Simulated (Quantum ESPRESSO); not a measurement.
A run of Quantum ESPRESSO 7.5:

The input pw.in:

```
&CONTROL
  calculation = 'scf'
  prefix = 'pwscf'
  outdir = './tmp'
  pseudo_dir = './pseudo'
  tprnfor = .true.
  disk_io = 'nowf'
/
&SYSTEM
  ibrav = 0
  nat = 2
  ntyp = 2
  ecutwfc = 56
  ecutrho = 448
  nbnd = 21
  occupations = 'smearing'
  smearing = 'gaussian'
  degauss = 0.00367493
  nosym = .true.
  starting_ns_eigenvalue(1,1,1) = 0
  starting_ns_eigenvalue(2,1,1) = 0.5
  starting_ns_eigenvalue(3,1,1) = 1
  starting_ns_eigenvalue(4,1,1) = 1
  starting_ns_eigenvalue(5,1,1) = 1
/
&ELECTRONS
  conv_thr = 5d-07
  electron_maxstep = 100
  mixing_beta = 0.7
  mixing_ndim = 20
/
ATOMIC_SPECIES
Co    58.9332 co_lda_v1.2.uspp.F.UPF
O     15.9990 o_lda_v1.2.uspp.F.UPF
CELL_PARAMETERS angstrom
   2.8562992300    0.0000000000    0.0000000000
  -1.4281496100    2.4736276900    0.0000000000
   0.0000000000    0.0000000000    2.7876065300
ATOMIC_POSITIONS crystal
Co     0.0000000000    0.0000000000    0.0000000000
O      0.6666666667    0.3333333333    0.5000000000
K_POINTS automatic
6 6 6 0 0 0
HUBBARD {ortho-atomic}
U Co-3d 6.0
```

Potentials or basis: GBRV 1.5 LDA.

Run with:

```bash
$ OMP_NUM_THREADS=1 mpirun -n 2 pw.x -nk 2 -in pw.in > pw.out
```

Hardware: 2 MPI ranks on Intel(R) Xeon(R) Platinum 8259CL CPU @ 2.50GHz (Skylake/Cascade Lake), on a shared host.

**Question.** Estimate the wall time of this run.

**Answer.** It took 23 s on 2 MPI ranks on Intel(R) Xeon(R) Platinum 8259CL CPU @ 2.50GHz (Skylake/Cascade Lake), on a shared host, peak memory 0.22 GiB a rank. Counts: scf iterations 16, k pools 2, bands 21, k points 112, g dense 21371.
